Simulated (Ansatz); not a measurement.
Ge: which structure is lowest?

The calculation used Ansatz 0.2.0, DFT, revPBE, plane waves (420 eV) with PAW, scalar-relativistic. The PAW files were generated under PBE, with cores re-solved for the functional.

Each structure is relaxed within its own symmetry, so a high-lying one may be dynamically unstable.

```json
{"structure": "diamond", "ΔE (meV/atom)": "0", "V (Å³/atom)": "24.53", "cell": "a = 5.811 Å", "magnetic state": "spin not included"}
{"structure": "ST12", "ΔE (meV/atom)": "157", "V (Å³/atom)": "21.94", "cell": "a = 6.038 Å, c = 7.221 Å (c/a = 1.196)", "magnetic state": "spin not included"}
{"structure": "beta-Sn type", "ΔE (meV/atom)": "250", "V (Å³/atom)": "19.66", "cell": "a = 5.226 Å, c = 2.880 Å (c/a = 0.551)", "magnetic state": "spin not included"}
{"structure": "simple cubic", "ΔE (meV/atom)": "264", "V (Å³/atom)": "20.35", "cell": "a = 2.730 Å", "magnetic state": "spin not included"}
{"structure": "fcc", "ΔE (meV/atom)": "346", "V (Å³/atom)": "19.93", "cell": "a = 4.304 Å", "magnetic state": "spin not included"}
{"structure": "omega (AlB2-type)", "ΔE (meV/atom)": "347", "V (Å³/atom)": "19.73", "cell": "a = 4.936 Å, c = 2.805 Å (c/a = 0.568)", "magnetic state": "spin not included"}
{"structure": "dhcp", "ΔE (meV/atom)": "352", "V (Å³/atom)": "19.88", "cell": "a = 3.037 Å, c = 9.956 Å (c/a = 3.278)", "magnetic state": "spin not included"}
{"structure": "bcc", "ΔE (meV/atom)": "354", "V (Å³/atom)": "19.69", "cell": "a = 3.402 Å", "magnetic state": "spin not included"}
{"structure": "hcp", "ΔE (meV/atom)": "355", "V (Å³/atom)": "19.71", "cell": "a = 3.086 Å, c = 4.780 Å (c/a = 1.549)", "magnetic state": "spin not included"}
{"structure": "A15", "ΔE (meV/atom)": "399", "V (Å³/atom)": "20.29", "cell": "a = 5.455 Å", "magnetic state": "spin not included"}
```

ΔE counts from diamond.

Differences under about 8 meV lie within the error of the k-point mesh.
